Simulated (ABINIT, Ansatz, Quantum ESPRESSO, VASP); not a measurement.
**One calculation of Co, 4 ways**

```xyz
4
Lattice="2.4706 0.0000 0.0000 -1.2353 2.1396 0.0000 0.0000 0.0000 8.0882" Properties=species:S:1:pos:R:3 pbc="T T T"
Co    1.2353    0.7132    6.0662
Co    0.0000    0.0000    4.0441
Co    0.0000    1.4264    2.0221
Co    0.0000    0.0000    0.0000
```

Alike in all runs: task single point; functional PBE; k mesh 12 × 12 × 4; occupations fermi-dirac, width 0.05 eV; collinear spin, ferromagnetic start; no spin-orbit coupling. Pressure is positive in compression and, in plane waves, holds the error of the finite cutoff.

```tsv
program and potentials	plane-wave cutoff (eV)	notes	band gap (eV)	pressure (GPa)	net moment per atom (μB)
Ansatz, all-electron LAPW, scalar-relativistic	-	-	no gap	4.59	1.65
Quantum ESPRESSO, SSSP 1.3 efficiency PBE	748	17 valence electrons an atom on average	no gap	4.73	1.69
VASP, PBE PAW files Co, 520 eV	520	9 valence electrons an atom on average	no gap	3.79	1.64
ABINIT, JTH PAW PBE v2.0	707	17 valence electrons an atom on average	?	?	?
```

Q: Estimate from the other rows what the run with ABINIT, JTH PAW PBE v2.0 gave.

A: No band gap; pressure 4.99 GPa; net moment per atom 1.65 μB. The other rows, which needn't bracket it: pressure 3.79 to 4.73; net moment per atom 1.64 to 1.69.
